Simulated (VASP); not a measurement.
**A VASP 6.6.1 single-point calculation on SrO**

INCAR

```
NSW = 0
ISMEAR = -1
ISIF = 2
ENCUT = 520
NBANDS = 15
SIGMA = 0.02
EDIFF = 1E-6
GGA = PE
NELM = 120
IBRION = -1
LCHARG = .FALSE.
LASPH = .TRUE.
LWAVE = .FALSE.
PREC = Accurate
LREAL = .FALSE.
```

KPOINTS

```
KPOINTS created by Atomic Simulation Environment
0
Gamma
8 8 8
0 0 0
```

POSCAR

```
Sr O
 1.0000000000000000
    -0.0288464045000000    2.5768448447000001    2.5768448447000001
     2.5768448447000001   -0.0288464045000000    2.5768448447000001
     2.5768448447000001    2.5768448447000001   -0.0288464045000000
 Sr  O
   1   1
Cartesian
  0.0000000000000000  0.0000000000000000  0.0000000000000000
  2.5624216424499995  2.5624216424499995  2.5624216424499990
```

The recommended PBE PAW datasets give the neutral cell 16 valence electrons.

Command

```
mpirun -np 1 vasp_std
```

OSZICAR

```
N       E                     dE             d eps       ncg     rms          rms(c)
DAV:   1     0.679558830629E+02    0.67956E+02   -0.85067E+03  1950   0.104E+03
DAV:   2    -0.110117009424E+02   -0.78968E+02   -0.72350E+02  2718   0.219E+02
DAV:   3    -0.141847006270E+02   -0.31730E+01   -0.31581E+01  2431   0.399E+01
DAV:   4    -0.142489165397E+02   -0.64216E-01   -0.64207E-01  2537   0.549E+00
DAV:   5    -0.142505804533E+02   -0.16639E-02   -0.16639E-02  2473   0.688E-01    0.158E+01
DAV:   6    -0.122074817901E+02    0.20431E+01   -0.67618E+00  1992   0.193E+01    0.185E+01
DAV:   7    -0.120599668107E+02    0.14751E+00   -0.31369E-01  2314   0.493E+00    0.108E+01
DAV:   8    -0.120491805560E+02    0.10786E-01   -0.12114E-01  2510   0.349E+00    0.390E-01
DAV:   9    -0.120504104417E+02   -0.12299E-02   -0.60463E-03  2450   0.493E-01    0.234E-01
DAV:  10    -0.120508630551E+02   -0.45261E-03   -0.43978E-04  2174   0.198E-01    0.892E-02
DAV:  11    -0.120510166322E+02   -0.15358E-03   -0.15764E-04  2111   0.926E-02    0.277E-02
DAV:  12    -0.120510352992E+02   -0.18667E-04   -0.27996E-05  2104   0.387E-02    0.235E-02
DAV:  13    -0.120510352614E+02    0.37795E-07   -0.16763E-06  2235   0.114E-02
   1 F= -.12051035E+02 E0= -.12051035E+02  d E =-.120018E-10
```

Standard output (part)

```
POSCAR found type information on POSCAR SrO
 POSCAR found :  2 types and       2 ions
 LDA part: xc-table for (Slater+PW92), standard interpolation
 POSCAR, INCAR and KPOINTS ok, starting setup
 WAVECAR not read
 entering main loop
```

From OUTCAR

```
k-points           NKPTS =     65   k-points in BZ     NKDIM =     65   number of bands    NBANDS=     15

   NELECT =      16.0000    total number of electrons

   dimension x,y,z NGX =    28 NGY =   28 NGZ =   28
   dimension x,y,z NGXF=    56 NGYF=   56 NGZF=   56

  energy-cutoff  :      520.00
  volume of cell :       34.80
      direct lattice vectors                 reciprocal lattice vectors
    -0.028846404  2.576844845  2.576844845    -0.190807576  0.192967747  0.192967747
     2.576844845 -0.028846404  2.576844845     0.192967747 -0.190807576  0.192967747
     2.576844845  2.576844845 -0.028846404     0.192967747  0.192967747 -0.190807576

 k-points in reciprocal lattice and weights: KPOINTS created by Atomic Simulation Env
   0.00000000  0.00000000  0.00000000       0.002
   0.12500000  0.00000000  0.00000000       0.012
   0.25000000  0.00000000  0.00000000       0.012
   0.37500000  0.00000000 -0.00000000       0.012
   0.50000000  0.00000000  0.00000000       0.006
   0.12500000  0.12500000  0.00000000       0.012
   0.25000000  0.12500000  0.00000000       0.023
   0.37500000  0.12500000 -0.00000000       0.023
   ...

 E-fermi :   1.9619

 k-point     1 :       0.0000    0.0000    0.0000
  band No.  band energies     occupation
      1     -30.9201      2.00000
      2     -13.5060      2.00000
      3     -12.5833      2.00000
      4     -12.5833      2.00000
      5     -12.5766      2.00000
      6       1.5435      2.00000
      7       1.5435      2.00000
      8       1.5791      2.00000
      9       5.3693      0.00000
     10       7.6419      0.00000
     11       7.6419      0.00000
     12       7.8520      0.00000
     13       9.8300      0.00000
     14       9.8300      0.00000
     15      14.1515      0.00000

 k-point     2 :       0.1250    0.0000    0.0000
  band No.  band energies     occupation
      1     -30.9025      2.00000
      2     -13.8791      2.00000
      3     -12.5932      2.00000
      4     -12.5897      2.00000
      5     -12.2526      2.00000
      6       1.1019      2.00000
      7       1.3533      2.00000
      8       1.3926      2.00000
      9       6.0537      0.00000
     10       7.5317      0.00000
     11       7.9326      0.00000
     12       8.1268      0.00000
     13      10.2198      0.00000
     14      10.2212      0.00000
     15      15.0999      0.00000

 k-point     3 :       0.2500    0.0000    0.0000
  band No.  band energies     occupation
      1     -30.8595      2.00000
      2     -14.4372      2.00000
      3     -12.6193      2.00000
      4     -12.6170      2.00000
      5     -11.7997      2.00000
      6       0.2960      2.00000
      7       0.9419      2.00000
      8       0.9965      2.00000
      9       7.4110      0.00000
     10       7.6330      0.00000
     11       8.7184      0.00000
     12       8.9240      0.00000
     13      11.2013      0.00000
     14      11.2017      0.00000
     15      16.9810      0.00000

 ...

  Total        0.2475944      0.2475944      0.2475944      0.1273728      0.1273728      0.1273728
  in kB       11.4005275     11.4005275     11.4005275      5.8649028      5.8649028      5.8649028
  external PRESSURE =      11.4005275 kB  Pullay stress =       0.0000000 kB

 POSITION                                       TOTAL-FORCE (eV/Angst)
 -----------------------------------------------------------------------------------
      0.00000      0.00000      0.00000         0.000000     -0.000000      0.000000
      2.56242      2.56242      2.56242        -0.000000      0.000000     -0.000000
 -----------------------------------------------------------------------------------
    total drift:                                0.000000      0.000000      0.000000

  FREE ENERGIE OF THE ION-ELECTRON SYSTEM (eV)
  ---------------------------------------------------
  free  energy   TOTEN  =       -12.0510352614 eV

  energy  without entropy=      -12.0510352614  energy(sigma->0) =      -12.05103526
```

It converged. Results: gap between bands v and c on the k mesh 3.25 eV; least direct gap on the k mesh 3.36 eV; pressure 1.1 GPa. Band v is the last that the valence electrons fill when counted band by band, and c is the next.

For comparison, a separate PBE run of the intended cell, on usual settings and not on those above, gives a gap of 3.25 eV on its mesh and a pressure of 1.1 GPa.

The run above took about 24 s on one core of a shared host (Intel Xeon Platinum 8488C) and held 0.18 GiB at most.
